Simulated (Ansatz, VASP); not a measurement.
# SiTe: VASP beside Ansatz, part 2 of 2

Wanted: the spread between two codes on one cell, functional and k mesh. The cell is generated by rule, not measured, and may not be a known phase. The cell is taken from a series of runs on this material, whose earlier steps may have relaxed, scaled, displaced or heated it; both programs get it as it stands.

VASP 6.6.1 and Ansatz 0.2.0.

So far: Starting point; VASP: zone-centre phonons, LDA, pair 1.

### Step 3. Ansatz: zone-centre phonons, LDA, pair 1

Level of this step: Ansatz beside VASP: Kohn-Sham DFT, plane waves, LDA (Ansatz).

Ansatz runs on norm-conserving files, of PseudoDojo where its log says so.

The same cell, functional (in two slightly different forms), mesh and smearing now go to Ansatz, which takes its cutoff from its data sets.

input.yaml reads:

```yaml
crystal:
  lattice:
    - [3.7575845628, 0.0, 0.0]
    - [0.0, 1.8797332901, 3.2560880718]
    - [0.0, -1.8797332901, 3.2560880718]
  atoms:
    - { symbol: Si, position: [0.5, 0.0416671726, 0.0416671726] }
    - { symbol: Te, position: [0.0, 0.7083328274, 0.7083328274] }
kpoints:
  mp_grid: { grid: [10, 12, 12] }
hamiltonian:
  xc: lda
  pseudopotentials: { kind: nc }
scf:
  occupations: { method: methfessel_paxton, width: 0.15 }
output:
  eigenvalues: true
phonons:
  method: dfpt
```

The run is started by

```console
> ansatz run input.yaml --threads 4 --pin off --max-ram 7168MiB --backend cpu --events-out ev --progress --plain --runs-dir out
```

The program printed:

```text
zone centre: on kpoints.mp_grid the ground state, and the responses unless they are solved on pairs of k-points, stand on 258 of the mesh's 1440 k-points, reduced under 4 symmetry operations, with k and −k counted as one. Each operation leaves every solved displacement unchanged or reverses it
Engine: ansatz 0.2.0, aarch64-unknown-linux-gnu
Pseudopotentials: kind: nc
Pseudopotential: Si, nc, valence charge 4, recommended cutoff 435.38218 eV (normal), Si.nc.azcp (PseudoDojo's, or run here from an input of PseudoDojo's: the run reads no file of this project's for it)
Pseudopotential: Te, nc, valence charge 16, recommended cutoff 1120 eV (normal), Te.nc.azcp (PseudoDojo's, or run here from an input of PseudoDojo's: the run reads no file of this project's for it)
Functional definition: SPW92
  exchange = slater_x
  correlation = pw_c
Crystal: 2 atoms, lattice volume = 45.997 Å³
Basis set: ecut = 1120 eV, 3843 PW (Γ), exchange–correlation on 90×90×90 points (8 copies of the dense FFT grid, shifted against one another)
Bands: 14, of which v1, the nominal top of the filled ones, is band 10 counted from 1 (9 counted from 0)
Symmetry: 4 space group operations
k-points: 258 of 1440 (time reversal used)
Non-local potential: Si, projectors of the file, l = 0: 2, l = 1: 2, l = 2: 2
Non-local potential: Te, projectors of the file, l = 0: 3, l = 1: 2, l = 2: 2, l = 3: 2
Initial density: superposition of atomic densities (chi_scale 0.1, normalization cell, long waves kept (reshape's long-wave potential 0.00 eV rms))
Initial wavefunctions: pseudopotential atomic-orbital guess
Functional: x = slater, c = lda
SCF iter   1: F=—  HF=-2960.599630 eV  |F-HF|=—  |Δ(HF+E_count)|=         —  Δρ=1.71e-2  dr2=1.61e-1  ethr=3.10e-3  ⟨swp⟩=5.8  Hψ=21181  notcnv=0
preconditioner: auto → none  [metal: Δε(μ)=0.026 eV  Ē_g=9.374 eV  σ=0.150 eV  W_gap=0.15  n_scr=8 (ndim 8)  ℏωp=17.3 eV  f_vac=0.000  D(μ)=0.85/eV (n_scr^D=2)  sad-step TF]
SCF iter   2: F=—  HF=-2960.571266 eV  |F-HF|=—  |Δ(HF+E_count)|=   2.84e-2  S|Δr|=    0.00e0  Δρ=1.04e-2  dr2=5.50e-2  ethr=8.04e-4  ⟨swp⟩=1.0  Hψ=5678  notcnv=0
SCF iter   3: F=—  HF=-2960.558083 eV  |F-HF|=—  |Δ(HF+E_count)|=   1.32e-2  S|Δr|=    0.00e0  Δρ=1.87e-3  dr2=3.61e-3  ethr=2.75e-4  ⟨swp⟩=2.0  Hψ=4876  notcnv=0
SCF iter   4: F=—  HF=-2960.557151 eV  |F-HF|=—  |Δ(HF+E_count)|=   9.32e-4  S|Δr|=    0.00e0  Δρ=4.95e-4  dr2=6.47e-5  ethr=1.80e-5  ⟨swp⟩=2.4  Hψ=5179  notcnv=0
SCF iter   5: F=—  HF=-2960.557150 eV  |F-HF|=—  |Δ(HF+E_count)|=   8.81e-7  S|Δr|=    0.00e0  Δρ=7.69e-5  dr2=4.30e-6  ethr=3.23e-7  ⟨swp⟩=2.0  Hψ=5403  notcnv=0
SCF iter   6: F=—  HF=-2960.557151 eV  |F-HF|=—  |Δ(HF+E_count)|=   9.00e-7  S|Δr|=    0.00e0  Δρ=2.08e-5  dr2=1.53e-7  ethr=2.15e-8  ⟨swp⟩=2.4  Hψ=5177  notcnv=0
SCF iter   7: F=—  HF=-2960.557192 eV  |F-HF|=—  |Δ(HF+E_count)|=   4.05e-5  S|Δr|=    0.00e0  Δρ=3.19e-6  dr2=2.85e-9  ethr=7.66e-10  ⟨swp⟩=2.0  Hψ=6163  notcnv=0
SCF iter   8: F=—  HF=-2960.557192 eV  |F-HF|=—  |Δ(HF+E_count)|=  1.45e-10  S|Δr|=    0.00e0  Δρ=4.05e-7  dr2=3.41e-11  ethr=1.43e-11  ⟨swp⟩=2.3  Hψ=6111  notcnv=0
SCF iter   9: F=-2960.557192 eV  HF=-2960.557192 eV  |F-HF|=1.36e-12  |Δ(HF+E_count)|=  5.91e-12  S|Δr|=    0.00e0  Δρ=5.98e-8  dr2=6.92e-13  ethr=1.00e-12  ⟨swp⟩=7.3  Hψ=20212  notcnv=0
SCF 1 converged in 9 iterations: F = -2960.557192 eV  dr2 = 6.92e-13
DFPT response loops at Γ: preconditioner auto → Kerker (q_TF=auto, 2.375 Å⁻¹) (partly filled bands, converged f_vac=0.000); β = 1.00, the filter's whole step (`scf.mixing.beta` (0.50) is not read by the response loops under this deck's `scf.mixing.preconditioner`; to damp them name `kerker` or `kerker_dos`, under which they read `scf.mixing.beta`, and type it under 1.00, their step now; both keys bind the ground state too); Broyden in place of MSR1
SCF converged after 9 iterations
Stability not checked: this state was not tested for a lower state beside it, because cold or Methfessel-Paxton smearing, or corrected tetrahedra, fill the levels in a way that the test cannot read (fill_not_monotonic; see scf.lower_state_search)
Free energy (F): -2960.557192 eV
Harris-Foulkes:  -2960.557192 eV  (|F-HF|=1.36e-12)
Internal energy: -2960.556715 eV  (E = F + TS)
E sigma→0 (E₀):  -2960.557072 eV
Entropy (-TS):   -0.000477 eV (-0.239 meV/atom)
Fermi energy:    10.252773 eV
--- Per-component energies (eV) ---
  E_band       = -223.859407
  E_kinetic    = 1586.702551
  E_local      = -2076.578145  (includes V_loc(G=0)·N_el)
  E_nonlocal   = -768.422969
  E_hartree    = 743.698744
  E_xc         = -700.484438
  E_vxc        = -452.958337  (∫ρ·V_xc dr)
  E_ewald      = -1745.472458
  E_smearing   = -0.000477  (= −TS)
  E_closure    = -0.000000  (closes the sum)
  Σ components = -2960.557192   (vs F -2960.557192, Δ=0.00e0)
--- Band table (eV; the first three rows and the last of 258) ---
  k-point 0: bands = [... 6 lower, 6.2400, 6.7718, 8.8471, 8.8477, 12.6354, 12.6364, 13.1419, 16.8696]
  k-point 1: bands = [... 6 lower, 5.9378, 6.8566, 8.6454, 8.6910, 12.3879, 12.9447, 13.6431, 16.3770]
  k-point 2: bands = [... 6 lower, 5.0853, 7.1071, 8.2008, 8.5329, 11.9109, 13.6784, 14.7886, 15.3037]
  k-point 257: bands = [... 6 lower, 2.9277, 4.2668, 4.9206, 8.8241, 10.6838, 12.5011, 12.5032, 20.8118]
--- Phonons (Γ-DFPT): 6 representative perturbations + reference, on 258 of 1440 k-points (Σ response iterations 19) ---
  k mesh reduced under 4 symmetry operations, with k and −k counted as one. Each operation leaves every solved displacement unchanged or reverses it
  ASR residual: 4.720e-5 → 0.000e0 eV/Å²; symmetrization residual: 1.202e-5 eV/Å²
  ASR residual per site (eV/Å²): 1.82e-5 4.72e-5
  Γ frequencies (cm⁻¹): -109.61 0.00 0.00 0.00 160.70 160.75
  non-analytic LO–TO correction: not included (Born effective charges unavailable; polar crystals: no LO–TO splitting at Γ)
```

Reading the cycles: dr2 is the Hartree energy of the density residual (eV), the measure of convergence; HF is the Harris–Foulkes estimate of the energy, which meets the free energy F at convergence.

### Step 4. Comparison

Known differences besides the potentials themselves: the two LDA forms differ slightly; the data sets hold 20 valence electrons in Ansatz (on norm-conserving files, of PseudoDojo where its log says so) and 10 in VASP; the cutoff is 1120 eV in Ansatz and 500 eV in VASP; VASP's log shows a relativistic correction to its local exchange, Ansatz's none. Total energies have different zeros and are not compared.

Both answers:

```csv
quantity,Ansatz,VASP,difference
"optical mode 1 (imaginary, printed as negative) (cm⁻¹)",-109.6,-105.3,-4.3
optical mode 2 to 3 (cm⁻¹),160.7,163.4,-1.66 %
```

Modes are paired by rising frequency, not by their patterns, so a pair may set unlike modes beside each other; they are those without the splitting of longitudinal modes.

### Step 5. VASP: zone-centre phonons, LDA, pair 2

Second derivatives magnify differences that forces hide, and they need a tight electronic threshold. The cell compared in this pair holds 66.80 Å³, against 46.00 Å³ for the pair before.

INCAR reads:

```
SYSTEM = SiTe
PREC = Accurate
ENCUT = 500
EDIFF = 1E-08
NELM = 120
ISMEAR = 1
SIGMA = 0.15
LREAL = .FALSE.
ALGO = Normal
GGA = CA
NBANDS = 11
LORBIT = 11
LWAVE = .FALSE.
LCHARG = .FALSE.
ISIF = 2
IBRION = 8
LASPH = .TRUE.
GGA_COMPAT = .FALSE.
KPAR = 2
```

POSCAR reads:

```
SiTe
1.0
    0.0000000000      3.2203968725      3.2203968725
    3.2203968725      0.0000000000      3.2203968725
    3.2203968725      3.2203968725      0.0000000000
Si Te
1 1
Direct
    0.0000000000      0.0000000000      0.0000000000
    0.7500000000      0.7500000000      0.7500000000
```

KPOINTS reads:

```
Automatic mesh
0
Gamma
10 10 10
0 0 0
```

The projector-augmented-wave data sets are Si and Te (LDA family, release 64).

The run is started by

```console
> mpirun -np 2 vasp_std
```

The program printed:

```text
[... set-up lines as in an earlier step ...]
 entering main loop
       N       E                     dE             d eps       ncg     rms          rms(c)
DAV:   1     0.244509858535E+02    0.24451E+02   -0.35852E+03  1034   0.663E+02
DAV:   2    -0.693764886636E+01   -0.31389E+02   -0.30231E+02  1396   0.990E+01
DAV:   3    -0.854578009382E+01   -0.16081E+01   -0.16004E+01  1311   0.237E+01
DAV:   4    -0.857177410144E+01   -0.25994E-01   -0.25990E-01  1248   0.362E+00
[...]
DAV:  11    -0.853293933592E+01   -0.91980E-07   -0.25216E-07  1258   0.266E-03    0.210E-03
DAV:  12    -0.853293935588E+01   -0.19964E-07   -0.19636E-08  1160   0.701E-04    0.121E-03
DAV:  13    -0.853293935727E+01   -0.13902E-08   -0.32180E-09   655   0.307E-04
   1 F= -.85329394E+01 E0= -.85329504E+01  d E =0.331443E-04
 Linear response reoptimize wavefunctions to high precision
DAV:   1    -0.853293935735E+01   -0.73783E-10   -0.34406E-10   822   0.129E-04
 Linear response DOF=           2
 Linear response progress:
  Degree of freedom:   1/  2
[...]
RMM:   7    -0.172649157916E-01    0.57275E-06   -0.24856E-07  6567   0.287E-04    0.829E-05
RMM:   8    -0.172645195705E-01    0.39622E-06   -0.33167E-08  6613   0.692E-05    0.336E-05
RMM:   9    -0.172645123430E-01    0.72276E-08   -0.13747E-08  6689   0.253E-05    0.512E-06
 first order change of Fermi-energy   0.57896E-03
 force on displaced ion       1 direction 1 :  -3.111   0.000   0.000
 Linear response progress:
  Degree of freedom:   2/  2
       N       E                     dE             d eps       ncg     rms          rms(c)
RMM:   1    -0.481179677624E-01   -0.48118E-01    0.62592E-02  9199   0.112E+00
RMM:   2    -0.478599726726E-01    0.25800E-03   -0.20382E-03  6027   0.288E-01    0.641E-02
RMM:   3    -0.478650873599E-01   -0.51147E-05   -0.12155E-04  6203   0.592E-02    0.445E-02
RMM:   4    -0.478676719576E-01   -0.25846E-05   -0.44878E-05  6348   0.199E-02    0.105E-02
[...]
RMM:  10    -0.478519878439E-01    0.31808E-07    0.55659E-09  6891   0.166E-05    0.399E-06
RMM:  11    -0.478519990948E-01   -0.11251E-07   -0.20961E-08  6811   0.989E-06    0.110E-06
RMM:  12    -0.478519992959E-01   -0.20111E-09   -0.10038E-08  5615   0.787E-06    0.423E-07
 first order change of Fermi-energy  -0.50090E-03
 force on displaced ion       2 direction 1 :  -3.120  -0.000  -0.000
 Linear response finished
```

From OUTCAR (step 5):

```text
  Total       -0.3481999     -0.3481999     -0.3481999      0.0000000      0.0000000      0.0000000
  in kB       -8.3518191     -8.3518191     -8.3518191      0.0000000      0.0000000      0.0000000
  external PRESSURE =      -8.3518191 kB  Pullay stress =       0.0000000 kB

 POSITION                                       TOTAL-FORCE (eV/Angst)
 -----------------------------------------------------------------------------------
      0.00000      0.00000      0.00000        -0.000000     -0.000000     -0.000000
      4.83060      4.83060      4.83060         0.000000      0.000000      0.000000
 -----------------------------------------------------------------------------------
    total drift:                               -0.000000     -0.000000     -0.000000

[... 2 further parts left out ...]
```

### Step 6. Ansatz: zone-centre phonons, LDA, pair 2

The same cell, functional (in two slightly different forms), mesh and smearing now go to Ansatz, which takes its cutoff from its data sets.

The cell is taken from a series of runs on this material, whose earlier steps may have relaxed, scaled, displaced or heated it; both programs get it as it stands.

input.yaml reads:

```yaml
crystal:
  lattice:
    - [0.0, 3.2203968725, 3.2203968725]
    - [3.2203968725, 0.0, 3.2203968725]
    - [3.2203968725, 3.2203968725, 0.0]
  atoms:
    - { symbol: Si, position: [0.0, 0.0, 0.0] }
    - { symbol: Te, position: [0.75, 0.75, 0.75] }
kpoints:
  mp_grid: { grid: [10, 10, 10] }
hamiltonian:
  xc: lda
  pseudopotentials: { kind: nc }
scf:
  occupations: { method: methfessel_paxton, width: 0.15 }
output:
  eigenvalues: true
phonons:
  method: dfpt
  qmesh: [2, 2, 2]
  temperatures: { t_max: 1000, t_step: 50 }
  qpath:
    path:
      - [[0.0, 0.0, 0.0], [-0.5, -0.5, 0.0], [-0.375, -0.375, 0.25]]
      - [[-0.375, 0.0, 0.375], [0.0, 0.0, 0.0], [0.0, 0.0, 0.5], [-0.5, -0.25, 0.25], [-0.5, -0.5, 0.0]]
    npoints: 10
```

The run is started by

```console
> ansatz run input.yaml --threads 4 --pin off --max-ram 7168MiB --backend cpu --events-out ev --progress --plain --runs-dir out
```

The program printed:

```text
[...]
largest difference from the sums on the solved wave vectors: F 1.31e-2 eV, S 2.53e-5 and C_V 1.22e-5 eV/K
  zero-point energy: 0.032987 eV/cell   skipped modes (ω ≤ 0): 383, of them read as no rigid motion or as one in doubt: 380 (1.983e0 modes/cell left out, lowest -48.36 cm⁻¹)   left out of the sums: 3.31e-1 of the cell's modes: C_V's classical limit lies that fraction below 3 k_B per atom; for a crystal, a wire or a layer, F and S can be off by more, and a phonons.interpolated_qmesh denser along its periods is the remedy for the sampling
[key lines of the parts left out:]
SCF converged after 10 iterations
Free energy (F): -2959.990267 eV
Fermi energy:    5.919464 eV
```

### Step 7. Comparison

What differs besides the data sets and the points named for the pairs above, as far as they apply: VASP's run holds the zone centre alone; the data sets hold 20 valence electrons in Ansatz (on norm-conserving files, of PseudoDojo where its log says so) and 10 in VASP. Total energies have different zeros and are not compared.

The two programs side by side:

```csv
quantity,Ansatz,VASP,difference
optical mode 1 to 3 (cm⁻¹),190.4,191.8,-0.69 %
```

Modes are paired by rising frequency, not by their patterns, so a pair may set unlike modes beside each other; they are those without the splitting of longitudinal modes.

### Step 8. Results

| Item | Value |
| --- | --- |
| r.m.s. difference of the optical zone-centre modes, each program's sorted by frequency (zone-centre phonons, LDA, pair 1) | 3.3 cm⁻¹ |
| difference in optical mode 2 to 3 (zone-centre phonons, LDA, pair 1) | -1.7 % |
| r.m.s. difference of the optical zone-centre modes, each program's sorted by frequency (zone-centre phonons, LDA, pair 2) | 1.3 cm⁻¹ |
| difference in optical mode 1 to 3 (zone-centre phonons, LDA, pair 2) | -0.7 % |

In words: The r.m.s. difference of the optical zone-centre modes, each program's sorted by frequency is 3.3 cm⁻¹ (zone-centre phonons, LDA, pair 1). The data sets hold unlike numbers of valence electrons (20 in Ansatz and 10 in VASP), so part of the differences comes from the potentials. Among the rows given in per cent, the largest difference of the zone-centre phonons, LDA, pair 1 pair is in optical mode 2 to 3, -1.7 %. Among the rows given in per cent, the largest difference of the zone-centre phonons, LDA, pair 2 pair is in optical mode 1 to 3, -0.7 %. How closely two codes agree says nothing of how well the functional describes the real material.

[Lines on the potential files, build, host, timing and source positions are cut from VASP's logs without a mark.]

[Logs are printed without paths, hosts, clocks, repeated set-up lines and the standing remarks that a program may print on its own settings, such as how far it seeks lower states.]

[Hosts, paths, dates, database ids (printed as entryN), source tags and the programs' standing remarks are cut or masked in the printed files.]
